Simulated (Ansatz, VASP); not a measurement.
# One calculation of HfB2, two programs

```
CELL_PARAMETERS angstrom
3.14000 0.00000 0.00000
-1.57000 2.71932 0.00000
0.00000 0.00000 3.48000
ATOMIC_POSITIONS crystal
Hf 0.00000 0.00000 0.00000
B 0.66667 0.33333 0.50000
B 0.33333 0.66667 0.50000
```

Alike in both runs: functional LDA; k mesh 10 × 10 × 8; occupations tetrahedron; no spin polarisation.

|  | VASP | Ansatz |
| --- | --- | --- |
| version | VASP 6.6.1 | Ansatz 0.2.0 |
| potentials or method | VASP PAW LDA potentials, release 64 (Hf_pv, B) | Ansatz PAW polarizable |
| plane-wave cutoff (eV) | 520 | 420 |
| valence electrons in the cell | 16 | 32 |
| task | single point | projected density of states |

VASP gave:

```
gap on the k mesh at the Fermi level (eV)       : none
pressure (GPa)                                  : -9.7
largest component of the traceless stress (GPa) : 0.23
```

Which values does Ansatz return?

gap on the k mesh at the Fermi level (eV): none; pressure (GPa): -10.2; largest component of the traceless stress (GPa): 0.02.

A gap of «none» marks a metal or a gap that the smearing closes. The two sets of potentials don't hold the same shells in valence.

Caveats: tetrahedron occupations give inexact forces and stress in metals (VASP); the PAW data sets come from PBE, with cores solved anew for the run's functional, which leaves a small shift of forces and pressure (Ansatz); the density of states is complete only up to the lowest level of the last band computed (Ansatz); with tetrahedron occupations forces and stress needn't match the slope of the energy (Ansatz). The runs have no spin-orbit coupling, so splittings on Hf are missing.
